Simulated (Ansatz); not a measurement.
# Cu: how the settings move a single-point run

Aim: see which settings change the result for Cu, by how much, and at what cost.

Method: reference: DFT, PBE, PAW with Ansatz's default frozen-core files, scalar-relativistic, in Ansatz 0.2.0.

### Step 1. Starting point

It takes space group Fm-3m (No. 225, cubic). Conventional cell: a = 3.651 Å, b = 3.651 Å, c = 3.651 Å, α = 90.00°, β = 90.00°, γ = 90.00°. Cu (site symmetry m-3m) has 12 Cu at 2.58 Å as nearest neighbours.

Structure file:

```
Cu
1.0
     0.00000    1.82540    1.82540
     1.82540    0.00000    1.82540
     1.82540    1.82540    0.00000
Cu
1
Direct
  0.00000 0.00000 0.00000
```

### Step 2. Baseline

input.yaml

```yaml
crystal:
  lattice:
    - [0.0, 1.8253972036, 1.8253972036]
    - [1.8253972036, 0.0, 1.8253972036]
    - [1.8253972036, 1.8253972036, 0.0]
  atoms:
    - { symbol: Cu, position: [0.0, 0.0, 0.0] }
kpoints:
  mp_grid: { grid: [19, 19, 19] }
scf:
  occupations: { method: fermi_dirac, width: 0.08 }
hamiltonian:
  xc: pbe
  pseudopotentials: { kind: paw }
output:
  forces: true
  stress: true
  eigenvalues: true
  efg: { contact_densities: true }
  write_density: true
  write_potential: true
  elf: true
  volumetric_format: npy
```

Started as:

```
> ansatz run input.yaml --threads 1 --pin off --max-ram 2048MiB --backend cpu --events-out ev --progress --plain --runs-dir out
```

### Step 3. Changing settings: occupations.width 0.05, xc lda

Changes to input.yaml since step 2:

```diff
@@ -10,5 +10,5 @@
 scf:
-  occupations: { method: fermi_dirac, width: 0.08 }
+  occupations: { method: fermi_dirac, width: 0.05 }
 hamiltonian:
-  xc: pbe
+  xc: lda
   pseudopotentials: { kind: paw }
@@ -19,5 +19 @@
   efg: { contact_densities: true }
-  write_density: true
-  write_potential: true
-  elf: true
-  volumetric_format: npy
```

Before running it: what results should come out? Wanted: for each run, ending; energy change; pressure; gap; force.

**Answer**, as computed:

```tsv
run	ending	energy change	pressure (GPa)	gap (eV)	force (eV/Å)	cycles	time
reference	converged	-	-2.4	0.00	0.00	6	4.2 s
1: occupations.width 0.05, xc lda	converged	not comparable	-16.0	0.00	0.00	6	3.4 s
```

Times don't compare one to one where runs were asked for different outputs or read a saved state (see the inputs); cycles may leave out searches for a lower state.

Residual by cycle in the longest SCF loop of each run; runs are numbered as in the table. The quantity is the density residual dr2, in eV.

```tsv
cycle	reference	run 1
1	2.2e-5	0.0328
2	3.5e-6	2.4e-4
3	7.5e-7	6.3e-5
4	2.1e-8	3.3e-8
5	2.7e-10	6.0e-10
6	1.8e-12	1.4e-11
```

**Reading.** A change of functional puts the total energy on another scale; the pressure goes from -2.4 to -16.0 GPa. The smearing changed too.
